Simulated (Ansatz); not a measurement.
# ZnO (zincite) (P6_3mc) in Ansatz: further runs, part 2 of 2

Ansatz 0.2.0. The steps go on from the part before.

## Step 4: Single point, r2SCAN+rVV10, 11.19 Å³/atom (volume scaled by 0.94)

Input file input.yaml:

```yaml
crystal:
  lattice:
    - [3.1829769797, 0.0, 0.0]
    - [-1.5914884899, 2.7565389241, 0.0]
    - [0.0, 0.0, 5.0994402224]
  atoms:
    - { symbol: Zn, position: [0.6666666667, 0.3333333333, 0.0] }
    - { symbol: Zn, position: [0.3333333333, 0.6666666667, 0.5] }
    - { symbol: O, position: [0.3333333333, 0.6666666667, 0.87901] }
    - { symbol: O, position: [0.6666666667, 0.3333333333, 0.37901] }
hamiltonian:
  xc: r2scan
  pseudopotentials: { kind: paw }
  dispersion: rvv10
kpoints:
  mp_grid: { grid: [9, 9, 5] }
scf:
  occupations: { method: fermi_dirac, width: 0.05 }
output:
  forces: true
  stress: true
  eigenvalues: true
  write_density: true
  write_potential: true
  elf: true
  volumetric_format: npy
```

The run is started by

```console
ansatz run input.yaml --threads 2 --pin off --max-ram 5120MiB --backend cpu --events-out ev --progress --plain --runs-dir out
```

Run time: 3.8 s. Hardware: 2 threads of Intel Xeon 6975P-C (Granite Rapids), shared host; peak memory 0.64 GiB.

Results (log left out):

```
Free energy            : -7787.0164 eV
Pressure               : 7.7 GPa
Largest force          : 0.093 eV/Å
Band gap on the k mesh : 1.27 eV, direct
```

Caveat: odd divisions of the mesh miss points on the zone boundary, where band edges often lie, so the gap on the mesh can be too wide; the PAW data sets come from PBE, with cores solved anew for the run's functional, which leaves a small shift of forces and pressure.

## Step 5: Single point, r2SCAN+rVV10, 11.42 Å³/atom (volume scaled by 0.96)

input.yaml: that of step 4 with these lines changed.

```diff
@@ -2,5 +2,5 @@
   lattice:
-    - [3.1829769797, 0.0, 0.0]
-    - [-1.5914884899, 2.7565389241, 0.0]
-    - [0.0, 0.0, 5.0994402224]
+    - [3.2053930491, 0.0, 0.0]
+    - [-1.6026965246, 2.7759518096, 0.0]
+    - [0.0, 0.0, 5.1353529565]
   atoms:
@@ -22,5 +22 @@
   eigenvalues: true
-  write_density: true
-  write_potential: true
-  elf: true
-  volumetric_format: npy
```

The run is started by

```console
ansatz run input.yaml --threads 2 --pin off --max-ram 5120MiB --backend cpu --events-out ev --progress --plain --runs-dir out
```

Wall time 3.1 s (2 threads of Intel Xeon 6975P-C (Granite Rapids), shared host); peak memory 0.62 GiB.

The run converged. Its results:

```
Free energy            : -7787.0508 eV
Pressure               : 3.9 GPa
Largest force          : 0.085 eV/Å
Band gap on the k mesh : 1.24 eV, direct
```

Caveat: odd divisions of the mesh miss points on the zone boundary, where band edges often lie, so the gap on the mesh can be too wide; the PAW data sets come from PBE, with cores solved anew for the run's functional, which leaves a small shift of forces and pressure.

## Step 6: Single point, r2SCAN+rVV10, 11.66 Å³/atom (volume scaled by 0.98)

input.yaml: that of step 5 with these lines changed.

```diff
@@ -2,5 +2,5 @@
   lattice:
-    - [3.2053930491, 0.0, 0.0]
-    - [-1.6026965246, 2.7759518096, 0.0]
-    - [0.0, 0.0, 5.1353529565]
+    - [3.2274999067, 0.0, 0.0]
+    - [-1.6137499533, 2.7950969099, 0.0]
+    - [0.0, 0.0, 5.170770303]
   atoms:
```

Potentials or basis: Ansatz PAW.

The run is started by

```console
ansatz run input.yaml --threads 2 --pin off --max-ram 5120MiB --backend cpu --events-out ev --progress --plain --runs-dir out
```

Wall time 3.2 s (2 threads of Intel Xeon 6975P-C (Granite Rapids), shared host); peak memory 0.64 GiB.

Results (log left out):

```yaml
Free_energy: -7787.0639 eV
Pressure: 0.6 GPa
Largest_force: 0.077 eV/Å
Band_gap_on_the_k_mesh: 1.21 eV, direct
```

Caveat: odd divisions of the mesh miss points on the zone boundary, where band edges often lie, so the gap on the mesh can be too wide; the PAW data sets come from PBE, with cores solved anew for the run's functional, which leaves a small shift of forces and pressure.

## Step 7: Single point, r2SCAN+rVV10, 11.90 Å³/atom

input.yaml: that of step 6 with these lines changed.

```diff
@@ -2,5 +2,5 @@
   lattice:
-    - [3.2274999067, 0.0, 0.0]
-    - [-1.6137499533, 2.7950969099, 0.0]
-    - [0.0, 0.0, 5.170770303]
+    - [3.249308, 0.0, 0.0]
+    - [-1.624654, 2.8139832727, 0.0]
+    - [0.0, 0.0, 5.205709]
   atoms:
@@ -22 +22,5 @@
   eigenvalues: true
+  write_density: true
+  write_potential: true
+  elf: true
+  volumetric_format: npy
```

The run is started by

```console
ansatz run input.yaml --threads 2 --pin off --max-ram 5120MiB --backend cpu --events-out ev --progress --plain --runs-dir out
```

Wall time 3.8 s (2 threads of Intel Xeon 6975P-C (Granite Rapids), shared host); peak memory 0.64 GiB.

Results (log left out):

* Free energy: -7787.0581 eV
* Pressure: -2.5 GPa
* Largest force: 0.070 eV/Å
* Band gap on the k mesh: 1.18 eV, direct

Caveat: odd divisions of the mesh miss points on the zone boundary, where band edges often lie, so the gap on the mesh can be too wide; the PAW data sets come from PBE, with cores solved anew for the run's functional, which leaves a small shift of forces and pressure.

## Step 8: Single point, r2SCAN+rVV10, 12.14 Å³/atom (volume scaled by 1.02)

input.yaml: that of step 7 with these lines changed.

```diff
@@ -2,5 +2,5 @@
   lattice:
-    - [3.249308, 0.0, 0.0]
-    - [-1.624654, 2.8139832727, 0.0]
-    - [0.0, 0.0, 5.205709]
+    - [3.2708272232, 0.0, 0.0]
+    - [-1.6354136116, 2.8326194666, 0.0]
+    - [0.0, 0.0, 5.2401848988]
   atoms:
@@ -22,5 +22 @@
   eigenvalues: true
-  write_density: true
-  write_potential: true
-  elf: true
-  volumetric_format: npy
```

The run is started by

```console
ansatz run input.yaml --threads 2 --pin off --max-ram 5120MiB --backend cpu --events-out ev --progress --plain --runs-dir out
```

It took 3.2 s on 2 threads of Intel Xeon 6975P-C (Granite Rapids), shared host; peak memory 0.62 GiB.

Results (log left out):

| Item | Value |
| --- | --- |
| Free energy | -7787.0352 eV |
| Pressure | -5.2 GPa |
| Largest force | 0.063 eV/Å |
| Band gap on the k mesh | 1.15 eV, direct |

Caveat: odd divisions of the mesh miss points on the zone boundary, where band edges often lie, so the gap on the mesh can be too wide; the PAW data sets come from PBE, with cores solved anew for the run's functional, which leaves a small shift of forces and pressure.

## Step 9: Single point, r2SCAN+rVV10, 12.38 Å³/atom (volume scaled by 1.04)

input.yaml: that of step 8 with these lines changed.

```diff
@@ -2,5 +2,5 @@
   lattice:
-    - [3.2708272232, 0.0, 0.0]
-    - [-1.6354136116, 2.8326194666, 0.0]
-    - [0.0, 0.0, 5.2401848988]
+    - [3.2920669561, 0.0, 0.0]
+    - [-1.6460334781, 2.8510136149, 0.0]
+    - [0.0, 0.0, 5.2742130269]
   atoms:
```

Potentials or basis: Ansatz PAW.

The run is started by

```console
ansatz run input.yaml --threads 2 --pin off --max-ram 5120MiB --backend cpu --events-out ev --progress --plain --runs-dir out
```

Wall time 3.3 s (2 threads of Intel Xeon 6975P-C (Granite Rapids), shared host); peak memory 0.62 GiB.

Results (log left out):

| Property | Result |
| --- | --- |
| Free energy | -7786.9970 eV |
| Pressure | -7.6 GPa |
| Largest force | 0.056 eV/Å |
| Band gap on the k mesh | 1.12 eV, direct |

Caveat: odd divisions of the mesh miss points on the zone boundary, where band edges often lie, so the gap on the mesh can be too wide; the PAW data sets come from PBE, with cores solved anew for the run's functional, which leaves a small shift of forces and pressure.

## Step 10: Single point, r2SCAN+rVV10, 12.61 Å³/atom (volume scaled by 1.06)

input.yaml: that of step 9 with these lines changed.

```diff
@@ -2,5 +2,5 @@
   lattice:
-    - [3.2920669561, 0.0, 0.0]
-    - [-1.6460334781, 2.8510136149, 0.0]
-    - [0.0, 0.0, 5.2742130269]
+    - [3.3130361008, 0.0, 0.0]
+    - [-1.6565180504, 2.8691734269, 0.0]
+    - [0.0, 0.0, 5.3078076462]
   atoms:
```

The run is started by

```console
ansatz run input.yaml --threads 2 --pin off --max-ram 5120MiB --backend cpu --events-out ev --progress --plain --runs-dir out
```

Run time: 3.5 s. Hardware: 2 threads of Intel Xeon 6975P-C (Granite Rapids), shared host; peak memory 0.67 GiB.

Results (log left out):

- Free energy: -7786.9452 eV
- Pressure: -9.8 GPa
- Largest force: 0.050 eV/Å
- Band gap on the k mesh: 1.09 eV, direct

Caveat: odd divisions of the mesh miss points on the zone boundary, where band edges often lie, so the gap on the mesh can be too wide; the PAW data sets come from PBE, with cores solved anew for the run's functional, which leaves a small shift of forces and pressure.

## Step 11: Equation of state, r2SCAN+rVV10

No new run: the results of the series are fitted here.

Results:

- Equilibrium volume: 11.70 Å³/atom
- Bulk modulus at fixed shape and positions: 154 GPa
- Pressure derivative of the bulk modulus: 4.4

Energy against volume, from the lowest point:
```tsv
volume (Å³/atom)	energy (meV/atom)
11.186	11.87
11.424	3.28
11.662	0.00
11.900	1.46
12.138	7.18
12.376	16.72
12.614	29.68
```

Caveat: the cell was scaled at fixed shape and fractional positions, which overstates the stiffness of a crystal with free parameters, most of all of layers and chains; the PAW data sets were made with another functional, which shifts forces and pressure a little.

## Step 12: The runs side by side

```tsv
task	level	cutoff (eV)	smearing	points for each segment of the path	gap on the mesh (eV)
Born charges and dielectric tensor	PBEsol	420	fixed	-	0.70
band structure	BLYP	420	fermi-dirac 0.05 eV	14	0.96
equation of state	r2SCAN+rVV10	500	fermi-dirac 0.05 eV	-	-
```

Alike in all rows: potentials or basis Ansatz PAW; no spin polarisation; cell as given; k mesh 9 × 9 × 5.

Caveats: the PAW data sets come from PBE, with cores solved anew for the run's functional, which leaves a small shift of forces and pressure (some runs); the gap is small at this level, which inflates the dielectric constant (some runs); odd divisions of the mesh miss points on the zone boundary, where band edges often lie, so the gap on the mesh can be too wide (some runs); the cell was scaled at fixed shape and fractional positions, which overstates the stiffness of a crystal with free parameters, most of all of layers and chains (some runs); the PAW data sets were made with another functional, which shifts forces and pressure a little (some runs).

Total energies depend on the potentials used, so only differences within one code and one set of settings carry meaning.

## Step 13: Against experiment

Step 2. Against the measured gap of ZnO, 3.37 eV (quoted in “Electronic structure of alkaline earth and post-transition metal oxides”, 2009, arxiv:0908.1581), the calculated 0.70 eV is off by -2.67 eV. So large a miss can be the level of theory's own, or it may mean another phase, state or a wrong row. The value is that of PBEsol, without temperature or zero-point motion. Semilocal functionals fall short of measured gaps as a rule.

Step 3. Against the measured gap of ZnO, 3.37 eV (quoted in “Electronic structure of alkaline earth and post-transition metal oxides”, 2009, arxiv:0908.1581), the calculated 0.96 eV is off by -2.41 eV. So large a miss can be the level of theory's own, or it may mean another phase, state or a wrong row. The value is that of BLYP, without temperature or zero-point motion. Semilocal functionals fall short of measured gaps as a rule.
